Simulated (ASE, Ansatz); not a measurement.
# Twisted h-SiC/h-AlN monolayer on bilayer, 50.57° (222 atoms): support functions against a reference, part 2 of 2

Wanted: errors and times of a linear-scaling basis for twisted h-SiC/h-AlN monolayer on bilayer, 50.57° (222 atoms). A setting counts as converged where the r.m.s. difference of forces stays under 1 % of the r.m.s. force.

Ansatz 0.2.0; Kohn-Sham DFT, PBEsol, PAW (set soft_2), plane waves.

The cell: 74 Si, 74 C, 37 Al and 37 N. The functional has no dispersion term. Beside vacuum, support functions can miss their usual error bounds without a warning. Sampling is at Γ alone, for a cell whose shortest periodic width is 16 Å.

So far. Step 2 (Plane-wave single point): Mean intrinsic-atomic-orbital charges: Al +1.12, C -1.04, N -1.13, Si +1.05 e. The potential slopes across the vacuum by 0.039 eV/Å: the slab bears a dipole, and with periodic images along the normal there is no flat vacuum level to read.

## Step 3: Local order

Bonds and neighbours are counted at the geometry of the runs.

Normalised to the volume that the atoms fill. g(r), total and by pair (bins of 0.2 Å):

```csv
r (Å),total,C-C,C-Si,C-Al,C-N,Si-Si,Si-Al
1.70,2.50,0.00,7.60,0.00,0.00,0.00,0.00
1.90,1.97,0.00,5.80,0.00,0.00,0.00,0.00
2.10,0.00,0.00,0.00,0.00,0.00,0.00,0.00
2.30,0.00,0.00,0.00,0.00,0.00,0.00,0.00
2.50,0.00,0.00,0.00,0.00,0.00,0.00,0.00
2.70,0.00,0.00,0.00,0.00,0.00,0.00,0.00
2.90,0.00,0.00,0.00,0.00,0.00,0.00,0.00
3.10,3.10,8.93,0.56,0.00,0.00,8.93,0.00
3.30,0.04,0.00,0.15,0.07,0.00,0.00,0.00
3.50,0.93,0.00,1.96,0.60,0.67,0.00,0.67
3.70,1.80,3.23,3.00,0.60,0.60,3.22,0.60
3.90,0.27,0.00,0.00,0.61,0.61,0.00,0.58
4.10,0.21,0.00,0.00,0.41,0.44,0.00,0.44
4.30,0.20,0.00,0.00,0.39,0.47,0.00,0.47
4.50,0.73,0.00,2.17,0.64,0.56,0.00,0.58
4.70,1.64,0.50,4.04,0.46,0.42,0.58,0.39
4.90,0.65,1.38,0.71,0.42,0.42,1.29,0.47
5.10,0.20,0.00,0.00,0.48,0.49,0.00,0.49
5.30,0.84,2.05,0.00,0.37,0.37,1.89,0.36
5.50,0.51,0.93,0.00,0.41,0.39,1.08,0.41
5.70,1.04,2.64,1.32,0.33,0.36,2.64,0.33
5.90,0.17,0.00,0.00,0.37,0.37,0.00,0.35
6.10,0.18,0.03,0.00,0.40,0.40,0.04,0.41
6.30,1.12,2.20,1.10,0.29,0.29,2.19,0.28
6.50,0.86,0.00,2.06,0.47,0.41,0.00,0.42
6.70,0.26,0.00,0.00,0.51,0.55,0.00,0.54
6.90,0.41,0.00,0.48,0.69,0.71,0.00,0.75
7.10,0.55,0.06,0.98,0.57,0.56,0.05,0.53
```

Bonds by pair of elements; cutoffs follow the first minimum of g(r), held within bounds set by covalent radii, and pairs that aren't listed don't count as bonded (cutoffs were set anew for this text, so counts can differ from the run's own analysis):

```csv
pair A-B,cutoff (Å),bonds,mean length (Å),spread (Å),shortest (Å),B about A,A about B
C-Si,2.23,222,1.80,0.013,1.76,3,3
Al-N,2.23,111,1.80,0.015,1.76,3,3
```

How many atoms have how many bonded neighbours:

```csv
element,mean,3
Al,3,37
C,3,74
N,3,37
Si,3,74
```

Bond angles, per cent of each kind in bins of 5°:

```csv
angle (°),Si-C-Si,C-Si-C,N-Al-N,Al-N-Al
115–120,50.9,50.5,52.3,54.1
120–125,49.1,49.5,47.7,45.9
```

Bond angles (no mean is given where the spread exceeds 20°):

```csv
angle,count,mean (°),spread (°)
Si-C-Si,222,120,0.7
C-Si-C,222,120,0.7
N-Al-N,111,120,0.7
Al-N-Al,111,120,0.7
```

Counting bonds as in the table, all Al atoms have 3, all C atoms have 3, all N atoms have 3 and all Si atoms have 3 bonded neighbours. The Si-C-Si angle averages 120° with a spread of 0.7°.

Local excerpt of 13 atoms (numbers count through the whole input) about Si125, whose charge lies farthest from its element's mean; x, y, z are measured from there.

```csv
atom,x,y,z,distance (Å),bonds,intrinsic-atomic-orbital charge (e),Fx,Fy,Fz (eV/Å)
Si125,0.00,0.00,0.00,0.00,3,1.02,-0.88,0.16,-0.08
C126,1.01,-1.48,0.02,1.79,3,-1.05,0.34,0.17,0.06
C128,0.75,1.63,0.03,1.80,3,-1.03,-0.01,0.24,0.04
C116,-1.84,-0.13,0.01,1.84,3,-1.03,0.90,-0.12,0.10
Si135,2.80,-1.33,0.01,3.10,3,1.03,-0.07,0.17,-0.05
Si123,0.25,-3.10,0.02,3.11,3,1.04,-0.16,-0.39,-0.06
Si137,2.55,1.78,0.01,3.11,3,1.03,-0.35,0.37,-0.09
Si113,-2.58,-1.77,0.02,3.13,3,1.03,-0.08,0.24,-0.07
Si115,-2.82,1.36,0.03,3.14,3,1.03,-0.47,-0.72,-0.14
Si127,-0.29,3.13,0.01,3.14,3,1.03,0.61,-0.17,-0.09
C54,-0.02,0.01,-3.15,3.15,3,-1.03,-0.23,-0.48,-0.20
Al205,-0.28,0.17,3.40,3.42,3,1.11,-0.21,-0.56,-0.10
C138,3.55,0.31,0.02,3.57,3,-1.04,0.25,-0.49,0.05
```

The column of bonds counts only the pairs C-Si within 2.23 Å, Al-N within 2.23 Å; other neighbours, such as metal atoms beside each other in a compound, aren't counted, and periodic images can show an atom twice.

## Step 4: Support functions medium

The cell is solved in localised support functions. The level medium gives here a grid of 90×90×90 points and a radius of 3.88 Å.

This step: Kohn-Sham DFT, PBEsol, PAW (set soft_2), localised support functions (medium) (Ansatz 0.2.0).

input.yaml

```yaml
crystal:
  lattice:
    - [18.9478, 0.0, 0.0]
    - [-9.4739, 16.40928, 0.0]
    - [0.0, 0.0, 18.58]
  atoms:
    [... the 222 atom lines of step 2 ...]
kpoints:
  mp_grid: { grid: [1, 1, 1] }
hamiltonian:
  xc: pbesol
scf:
  occupations: { method: gaussian, width: 0.025 }
  eigensolver: { kind: { support_functions: { accuracy: medium } } }
  mixing: { beta: 0.4 }
  max_iter: 150
output:
  forces: true
  eigenvalues: true
```

Launch:

```bash
$ ansatz run input.yaml --threads 8 --pin off --max-ram 15872MiB --backend cpu --events-out ev --progress --plain --runs-dir out
```

Numbers of over 12 decimals in the logs are rounded to 6 here.

Log:

```text
Warning: scf.eigensolver.kind.support_functions: disabling space-group detection — the functions' gradient is summed over unrotated k-points, so no spatial operation reduces the k-mesh or symmetrises the density; time reversal is kept, so that k and −k are solved as one point where they differ and the mesh holds both, and exact exchange and, on two spinor components, a DFT+U term hold to it where the run has them: [...]
settings of this run that can trade accuracy for cost: scf.eigensolver.kind.support_functions [...]
[...]
Crystal: 222 atoms, lattice volume = 5776.889 Å³
Basis set: ecut = 420 eV, 113019 PW (Γ), exchange–correlation on 256×256×250 points (8 copies of the dense FFT grid, shifted against one another)
Bands: 533, of which v1, the nominal top of the filled ones, is band 444 counted from 1 (443 counted from 0)
Symmetry: 1 space group operations
k-points: 1
[...]
Eigensolver: Support functions (medium, 90×90×90 points, laid for a spacing of at most 0.212739 Å, radius 3.880772 Å, 142 sites without an atom, 2 species' potentials softened for the grid, 4 wholly corrected for its errors in the mean over positions, 4 with the egg-box correction, energy correction by stochastic trace)
[...]
SCF iter   1: F=—  HF=-97854.527242 eV  |F-HF|=—  |Δ(HF+E_count)|=         —  Δρ=1.09e-1  dr2=9.41e2  ethr=1.00e-1
[...]
SCF iter  14: F=-97675.013892 eV  HF=-97675.013892 eV  |F-HF|=9.44e-8  |Δ(HF+E_count)|=   3.62e-6  Δρ=2.54e-6  dr2=5.27e-7  ethr=9.65e-10
SCF 1 converged in 14 iterations: F = -97675.039700 eV  dr2 = 5.27e-7
[...]
SCF converged after 14 iterations
Stability not checked: this state was not tested for a lower state beside it, because the mixer in use, unlike msr1, does not test its closes by its own steps (another_mixer; see scf.mixing.algorithm and scf.lower_state_search)
Free energy (F): -97675.039700 eV
[...]
Internal energy: -97675.039700 eV  (E = F + TS)
E sigma→0 (E₀):  -97675.039700 eV
Fermi energy:    1.601812 eV
[...]
--- Forces (eV/Å), atoms counted from 1 ---
  atom   1  Si    -0.41517864    -0.13221179    -0.02883715
  atom   2  C      0.25881851     0.06768412    -0.08806159
  atom   3  Si    -0.27355927    -0.55876639     0.06697703
  atom   4  C     -0.19601479     0.36669206    -0.11517144
  atom   5  Si     0.00087966    -0.08317069    -0.01384058
  atom   6  C      0.16041994     0.04020310    -0.09979202
  atom   7  Si    -0.25094944     0.62335644    -0.02349685
  atom   8  C      0.81536881    -0.37047753    -0.06702761
  atom   9  Si    -0.26456004    -0.53974213     0.15167986
  atom  10  C     -0.13375682    -0.29938440    -0.12062899
  atom  11  Si    -0.27974725    -0.08619438     0.13391025
  atom  12  C      0.45329923    -0.01206950    -0.11890357
  atom  13  Si    -0.33080636     0.02100902     0.17945474
  atom  14  C     -0.47724611    -0.40255149    -0.18100991
[...]
atom 221  Al     0.08687364    -0.37554709    -0.26783277
  atom 222  N      0.17827226     0.15718865     0.23405930
  max |Σ_I F_I| component: 8.75e-3 eV/Å
--- Band table (eV) ---
[...]
```

Wall time 3.2 min (8 threads of Arm Neoverse V1, shared host); peak memory 7.9 GiB.

The program notes that the band table was not solved further than the SCF left it and it switched symmetry off.

Keys that differ from the reference: support_functions.accuracy = "medium", scf.max_iter = 150 and scf.mixing.beta = 0.4.

Forces differ from the reference by 0.30 meV/Å r.m.s., 0.097 % of their size, well within a tolerance of 1 %; the energy by -2.3 meV/atom.

## Step 5: All settings compared

Each row is set against the plane-wave reference (Kohn-Sham DFT, PBEsol, PAW (set soft_2), plane waves; r.m.s. force component 0.314 eV/Å). Energies are set beside the reference only for runs with its functional, potentials and electron count. Times are for 8 threads of Arm Neoverse V1, shared host. The reference's time includes the DOS and grids, which some other runs skip.

```csv
run,"Δ force, r.m.s. (meV/Å)",share of r.m.s. force (%),Δ energy (meV/atom),Δ gap (eV),cycles,time,host memory (GiB)
reference,-,-,-,-,9,2.4 min,8.7
support functions medium,0.304,0.097,-2.27,0,14,3.2 min,7.9
```

## Step 6: What came out

```
free energy per atom                             : -439.9754 eV/atom
r.m.s. force component                           : 0.3138 eV/Å
gap (highest filled to lowest empty level) : 2.001 eV
wall time of the 2 DFT runs                      : 5.5 min
```

What this shows: Against plane waves at 420 eV, the forces differ by 0.30 meV/Å (0.097 %) with support functions medium. At 222 atoms the run with support functions medium takes roughly 1.4 times the time of plane waves (whose run also made extra analyses, so the like-for-like ratio is larger), in 14 SCF cycles against 9. Differences between support functions and plane waves include what basis error the plane-wave run still has.

Between filled and empty levels lie 2.00 eV at Γ alone; the mesh holds the band edges only if they fold onto it, so the gap at this level can be narrower or closed, while semilocal functionals tend to narrow gaps against experiment. Counting bonds as in the table, all Al atoms have 3, all C atoms have 3, all N atoms have 3 and all Si atoms have 3 bonded neighbours.

Caveats: The geometry was built by rule, was displaced at random and isn't relaxed at this level: its force components are 0.31 eV/Å r.m.s. The slab bears a dipole and has periodic images along its normal, so a spurious field crosses the vacuum.

[Logs are printed without paths, hosts, clocks, repeated set-up lines and the standing remarks that a program may print on its own settings, such as how far it seeks lower states.]

[Hosts, paths, dates, database ids (printed as entryN), source tags and the programs' standing remarks are cut or masked in the printed files.]
